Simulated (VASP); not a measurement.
Runs of VASP 6.6.1 on CdS. It takes space group F-43m (No. 216, cubic). Conventional cell: a = 5.878 Å, b = 5.878 Å, c = 5.878 Å, α = 90.00°, β = 90.00°, γ = 90.00°. Around Cd (site symmetry -43m) lie 4 S at 2.55 Å. S (site symmetry -43m) is surrounded by 4 Cd at 2.55 Å. The cell was built by a generator and needn't be a form met in nature.

| task | level | cell | k mesh | cutoff (eV) | smearing | exchange at q = 0 | grid for exact exchange (PRECFOCK) | screening parameter | gap on the mesh (eV) | pressure (GPa) |
| --- | --- | --- | --- | --- | --- | --- | --- | --- | --- | --- |
| single point | PBE | F-43m, 25.39 Å³/atom | 8 × 8 × 8 | 520 | fermi-dirac 0.02 eV | - | - | - | 1.10 | 1.7 |
| relaxation of cell and atoms | PBE | relaxed | 8 × 8 × 8 | 600 | fermi-dirac 0.02 eV | - | - | - | (a) | 0.0 |
| single point | PBE | F-43m, 26.02 Å³/atom | 8 × 8 × 8 | 520 | fermi-dirac 0.02 eV | - | - | - | 1.04 | 0.3 |
| single point | HSE06 | F-43m, 25.39 Å³/atom | 6 × 6 × 6 | 520 | gaussian 0.01 eV | truncated | Normal | 0.2079 1/A | 2.11 | (b) |

Alike in all rows: potentials or basis VASP PAW PBE potentials, release 64 (Cd, S); no spin polarisation.

**Question.** Fill in the values left out.

**Answer.** (a) 1.03; (b) 0.5.

Caveats: the volume moved by over 15 % at a fixed basis, so the end points are rough (some runs); the PAW data sets were made with another functional, which shifts forces and pressure a little (some runs).

A k mesh can miss the band edges, and the runs leave out spin-orbit coupling on Cd.
